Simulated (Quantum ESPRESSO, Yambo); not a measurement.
An input for Yambo 5.3.0 (LiH (Fm-3m)):

```
HF_and_locXC
gw0
dyson
cohsex
em1s
rim_cut
RandQpts= 1000000
RandGvec= 1 RL
EXXRLvcs= 66 Ry
VXCRLvcs= 264 Ry
Chimod= "HARTREE"
% BndsRnXs
 1 | 83 |
%
NGsBlkXs= 17 Ry
% LongDrXs
 1 | 1 | 1 |
%
% GbndRnge
 1 | 83 |
%
DysSolver= "n"
ExtendOut
% QPkrange
 21 | 21 | 1 | 4 |
 1 | 1 | 1 | 4 |
%
```

The database entry behind the starting cell differs from later determinations by our own check (the deuteride, about 0.2 % short), so it need not match the best structure at ambient conditions.

```sh
OMP_NUM_THREADS=1 mpirun -n 4 yambo -F gw4.in -J gw4 -C gw4 > gw4.log
```

The stored states that it reads are on a 8×8×8 mesh. Symmetry: Fm-3m, No. 225, cubic system. Conventional cell: a = 4.074 Å, b = 4.074 Å, c = 4.074 Å, α = 90.00°, β = 90.00°, γ = 90.00°. Nearest to Li lie 6 H at 2.04 Å. Nearest to H lie 6 Li at 2.04 Å. Farther neighbours are not listed.

Estimate wall time and host memory on 4 MPI ranks of Arm Neoverse V1, shared host.

It took 53 s; on shared hardware allow 27 s to 1.8 min. Peak host memory was 1.2 GiB.

The screening grows as filled bands × empty bands × pairs of k points, times the square of the screening basis for the matrix.

[Paths, hosts, dates, memory and timing lines, banners, echoed tables and standing remarks are left out of the program output.]

[Logs are printed without paths, hosts, clocks, repeated set-up lines and the standing remarks that a program may print on its own settings, such as how far it seeks lower states.]

[Runs of the session that timed out or met a known fault of the program may be left out.]

[Hosts, paths, dates, database ids (printed as entryN), source tags and the programs' standing remarks are cut or masked in the printed files.]
